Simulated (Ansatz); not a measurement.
A scan (energy against volume; even scaling of the relaxed cell, symmetry kept) gave these values. Level of theory: PBE-D3(BJ) (plane waves to 420 eV, PAW, scalar-relativistic; Ansatz, a program for electronic structure).

The bulk modulus at fixed cell shape B₀ (third-order Birch-Murnaghan fit) comes out as 40.7 GPa. The pressure derivative B₀′ (fit) is 6.8 and the equilibrium volume of the fit comes out as 31.49 Å³/atom.

**Question.** Of these crystals, all scanned alike, which one is it?
A) Tl₂O (space group R-3m)
B) Sb₂Te₃ (Bi2Te3 type, space group R-3m)
C) C (graphite type, space group P6_3/mmc)

**Answer.** B, Sb₂Te₃ (Bi2Te3 type, space group R-3m). The others have, for the bulk modulus at fixed cell shape: Tl2O 26.6 GPa, C 291 GPa

All were relaxed with their symmetry unable to fall. Spin-orbit coupling is left out. With the shape held, the modulus is that of even scaling; a crystal free to change shape is softer.

(Under strain, the slope of the energy per volume gives the stress and its curvature an elastic modulus.)
